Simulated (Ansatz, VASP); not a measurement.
# Nb in VASP and in Ansatz

Contents of INCAR:

```
PREC     = Accurate       # precision mode
ENCUT    = 520            # plane-wave cutoff, eV
EDIFF    = 1E-6           # SCF threshold, eV
ISMEAR   = 1              # smearing method
SIGMA    = 0.03           # smearing width, eV
LREAL    = F              # projectors in reciprocal space
LASPH    = T              # aspherical terms in the spheres
NELM     = 60             # most SCF steps
ALGO     = Normal         # electronic algorithm
ISIF     = 2              # what is computed and relaxed
LWAVE    = F              # write WAVECAR
LCHARG   = T              # write CHGCAR
GGA      = PE             # functional
LELF     = T              # ELF
LVHAR    = T            
NBANDS   = 12             # bands
```

Contents of KPOINTS:

```
Automatic mesh
0
Gamma
  13 13 13
```

Contents of POSCAR:

```
Nb
1.0
   -1.6547957147      1.6547957147      1.6547957147
    1.6547957147     -1.6547957147      1.6547957147
    1.6547957147      1.6547957147     -1.6547957147
Nb
1
Direct
    0.0000000000      0.0000000000      0.0000000000
```

Input for Ansatz:

```yaml
crystal:
  lattice:
    - [-1.6547957147, 1.6547957147, 1.6547957147]
    - [1.6547957147, -1.6547957147, 1.6547957147]
    - [1.6547957147, 1.6547957147, -1.6547957147]
  atoms:
    - { symbol: Nb, position: [0.0, 0.0, 0.0] }
hamiltonian:
  xc: pbe
  pseudopotentials:
    kind: paw
    azcp:
      Nb: "pseudopotentials/Nb.paw.azcp"
basis:
  ecutwfc: 420
  fft_grid_basis: typed
kpoints:
  mp_grid: { grid: [13, 13, 13], shift: [0, 0, 0] }
magnetization:
  spin_polarized: false
scf:
  occupations: { method: methfessel_paxton, width: 0.03 }
  lower_state_search: "off"
output:
  stress: true
```

Alike in both runs: task single point; functional PBE; k mesh 13 × 13 × 13; occupations methfessel-paxton of order 1, width 0.03 eV; no spin polarisation.

|  | VASP | Ansatz |
| --- | --- | --- |
| version | VASP 6.6.1 | Ansatz 0.2.0 |
| potentials or method | VASP PAW PBE potentials, release 64 (Nb_sv) | plane waves (420 eV) with PAW, scalar-relativistic |
| plane-wave cutoff (eV) | 520 | 420 |
| valence electrons in the cell | 13 | 13 |

Ansatz gave:

- pressure (GPa): -0.4

Problem. Estimate VASP's values.

Solution. Pressure (GPa): -0.7.

The functional is the same, so the differences come from potentials, cutoffs and numerics.
